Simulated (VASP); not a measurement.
Bi2Te2Se: band structure with TB-mBJ

Bi2Te2Se:

```
Bi Te Se
1.0
     2.16097    1.24764   10.58557
    -2.16097    1.24764   10.58557
     0.00000   -2.49527   10.58557
Bi Te Se
2 2 1
Direct
  0.39172 0.39172 0.39172
  0.60828 0.60828 0.60828
  0.78040 0.78040 0.78040
  0.21960 0.21960 0.21960
  0.00000 0.00000 0.00000
```

The cell is a database's computed one.

- Program: VASP 6.6.1
- Task: band structure
- Functional: TB-mBJ
- Potentials or basis: VASP PAW PBE potentials, release 64 (Bi_d, Te, Se)
- Cutoff: 520 eV
- k mesh: 8 × 8 × 8
- Occupations: gaussian, width 0.02 eV
- Spin: no spin polarisation
- Ladder: gaps
- Further INCAR settings: ALGO = Normal; EDIFF = 1e-06

```yaml
Band_gap_on_the_k_mesh: 0.95 eV, direct
Band_gap_along_the_path: 0.95 eV, direct
```

Levels at the corners of the path, in eV from the valence-band top:
| point | band 20 | band 21 | band 22 | band 23 | band 24 | band 25 | band 26 | band 27 | band 28 |
| --- | --- | --- | --- | --- | --- | --- | --- | --- | --- |
| Γ | -1.11 | -1.11 | -0.75 | -0.75 | 0.00 | 0.95 | 1.52 | 1.52 | 2.51 |
| L | -2.37 | -2.19 | -1.54 | -0.96 | -0.55 | 1.45 | 2.15 | 3.04 | 3.39 |
| L | -2.37 | -2.19 | -1.54 | -0.96 | -0.55 | 1.45 | 2.15 | 3.04 | 3.39 |
| B1 | -2.58 | -2.25 | -1.49 | -0.79 | -0.60 | 1.89 | 2.57 | 3.05 | 3.68 |
| B | -2.58 | -2.25 | -1.49 | -0.79 | -0.60 | 1.89 | 2.57 | 3.05 | 3.68 |
| Z | -1.03 | -0.97 | -0.85 | -0.85 | -0.42 | 1.19 | 1.67 | 1.67 | 2.45 |
| Z | -1.03 | -0.97 | -0.85 | -0.85 | -0.42 | 1.19 | 1.67 | 1.67 | 2.45 |
| Γ | -1.11 | -1.11 | -0.75 | -0.75 | 0.00 | 0.95 | 1.52 | 1.52 | 2.51 |
| Γ | -1.11 | -1.11 | -0.75 | -0.75 | 0.00 | 0.95 | 1.52 | 1.52 | 2.51 |
| X | -2.42 | -2.40 | -1.48 | -0.83 | -0.60 | 1.90 | 2.77 | 2.83 | 3.83 |
| Q | -2.42 | -2.40 | -1.48 | -0.83 | -0.60 | 1.90 | 2.77 | 2.83 | 3.83 |
| F | -2.04 | -1.68 | -1.33 | -1.15 | -0.94 | 1.94 | 2.02 | 2.52 | 3.23 |
| F | -2.04 | -1.68 | -1.33 | -1.15 | -0.94 | 1.94 | 2.02 | 2.52 | 3.23 |
| P1 | -2.08 | -1.95 | -1.13 | -1.10 | -0.95 | 1.81 | 2.17 | 2.40 | 3.27 |
| P1 | -2.08 | -1.95 | -1.13 | -1.10 | -0.95 | 1.81 | 2.17 | 2.40 | 3.27 |
| Z | -1.03 | -0.97 | -0.85 | -0.85 | -0.42 | 1.19 | 1.67 | 1.67 | 2.45 |
| L | -2.37 | -2.19 | -1.54 | -0.96 | -0.55 | 1.45 | 2.15 | 3.04 | 3.39 |
| P | -2.08 | -1.95 | -1.13 | -1.10 | -0.95 | 1.81 | 2.17 | 2.40 | 3.27 |

It took 56 min on 2 MPI ranks on Intel(R) Xeon(R) 6975P-C (Granite Rapids) (shared host), peak memory 1.4 GiB a rank.

Caveat: spin-orbit coupling is left out, which as a rule narrows the gap of such compounds by several tenths of an eV.
